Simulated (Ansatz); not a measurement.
# CdSe: the cost of one run

Program: Ansatz 0.2.0. Level of theory: DFT PBE, scalar-relativistic. These are calculated values, not measurements.

## (1) Starting point

Symmetry: F-43m, No. 216, cubic system. Conventional cell: a = 6.141 Å, b = 6.141 Å, c = 6.141 Å, α = 90.00°, β = 90.00°, γ = 90.00°. Cd (site symmetry -43m) is surrounded by 4 Se at 2.66 Å. Se (site symmetry -43m) is surrounded by 4 Cd at 2.66 Å.

Structure file:

```cif
data_structure
_symmetry_space_group_name_H-M 'P 1'
_symmetry_Int_Tables_number 1
_cell_length_a 4.3420
_cell_length_b 4.3420
_cell_length_c 4.3420
_cell_angle_alpha 60.000
_cell_angle_beta 60.000
_cell_angle_gamma 60.000
_cell_volume 57.88
loop_
_atom_site_label
_atom_site_type_symbol
_atom_site_fract_x
_atom_site_fract_y
_atom_site_fract_z
_atom_site_occupancy
Cd1 Cd 0.00000 0.00000 0.00000 1
Se1 Se 0.25000 0.25000 0.25000 1
```

Atoms are numbered in the order of the input: Cd1, Se2.

## (2) After the deformation

Space group F-43m before, I-4m2 after.

## (3) All-electron LAPW

File input.yaml:

```yaml
crystal:
  lattice:
    - [0.0, 3.0702711986, 3.0395684866]
    - [3.0702711986, 0.0, 3.0395684866]
    - [3.0702711986, 3.0702711986, 0.0]
  atoms:
    - { symbol: Cd, position: [0.0, 0.0, 0.0] }
    - { symbol: Se, position: [0.25, 0.25, 0.25] }
kpoints:
  mp_grid: { grid: [8, 8, 8] }
  band_path:
    path:
      - [0.0, 0.0, 0.0]
      - [0.0, 0.5, 0.5]
      - [0.25, 0.75, 0.5]
      - [0.0, 0.5, 0.0]
      - [0.0, 0.0, 0.0]
      - [0.5, 0.5, 0.0]
      - [0.3775380063, 0.6224619937, 0.0]
      - [-0.3775380063, 0.3775380063, 0.0]
      - [0.0, 0.0, 0.0]
    npoints: 5
scf:
  occupations: { method: fermi_dirac, width: 0.03 }
hamiltonian:
  xc: pbe
  pseudopotentials: { kind: all_electron, lapw: { basis_error: 0.001 } }
output:
  forces: true
  stress: true
  eigenvalues: true
```

Launch:

```bash
$ ansatz run input.yaml --threads 1 --pin off --max-ram 3072MiB --backend cpu --events-out ev --progress --plain --runs-dir out
```

What time and memory should one allow on 1 thread of Intel Xeon Platinum 8488C (Sapphire Rapids), shared host?

About 22 s, with a peak of 0.4 GiB.
